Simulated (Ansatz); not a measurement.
A run of Ansatz 0.2.0 is set up as follows.

File input.yaml:

```yaml
crystal:
  lattice:
    - [2.4705617809, 0.0, 0.0]
    - [-1.2352808905, 2.1395692639, 0.0]
    - [0.0, 0.0, 8.0882338]
  atoms:
    - { symbol: Co, position: [0.6666666667, 0.3333333333, 0.75], spin: 2.0 }
    - { symbol: Co, position: [0.0, 0.0, 0.5], spin: 2.0 }
    - { symbol: Co, position: [0.3333333333, 0.6666666667, 0.25], spin: 2.0 }
    - { symbol: Co, position: [0.0, 0.0, 0.0], spin: 2.0 }
kpoints:
  mp_grid: { grid: [12, 12, 4] }
scf:
  occupations: { method: fermi_dirac, width: 0.05 }
hamiltonian:
  xc: pbesol
  pseudopotentials: { kind: all_electron, lapw: { basis_error: 0.002 } }
magnetization:
  spin_polarized: true
output:
  forces: true
  stress: true
  eigenvalues: true
```

Potentials or basis: all-electron LAPW, scalar-relativistic.

The run is started by

```console
$ ansatz run input.yaml --threads 4 --pin off --max-ram 12288MiB --backend cpu --events-out ev --progress --plain --runs-dir out
```

Task: Predict the site moments.

Result: Co +1.70, +1.69 μB.

Task: What does it give for the absolute moment?

Result: 7.13 μB per cell.

Stress tensor (GPa, compression positive):
```
-4.48  0.00  0.00
 0.00 -4.48  0.00
 0.00  0.00 -8.45
```
